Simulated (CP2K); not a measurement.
The system is Ti.

```xyz
1
Lattice="2.8709 0.0000 0.0000 1.4354 2.4862 0.0000 1.4354 0.8287 2.3440" Properties=species:S:1:pos:R:3 pbc="T T T"
Ti    0.0000    0.0000    0.0000
```

This isn't the form of Ti at room conditions, which is hcp.

Base run:

- Program: CP2K 2026.2
- Functional: LDA
- Potentials or basis: POTENTIAL_UZH Ti GTH-PBE-q12; TZVP-MOLOPT-PBE-GTH basis
- Density cutoff: 9184 eV
- k mesh: 11 × 11 × 11
- Occupations: fermi-dirac, width 0.05 eV
- Spin: no spin polarisation

Its results: band gap on the k mesh none (metal or under the smearing width); pressure -4.5 GPa.

**Question.** The run is repeated on the same cell with these changes: functional from LDA to revPBE. What comes out?

**Answer.** Band gap on the k mesh none (metal or under the smearing width); pressure 6.6 GPa.

revPBE binds less tightly than LDA, so the same cell stands under more pressure.

Caveats: the potentials were made for another functional, which shifts forces and pressure; the basis of atomic orbitals isn't converged, which shifts pressures, moduli and gaps.
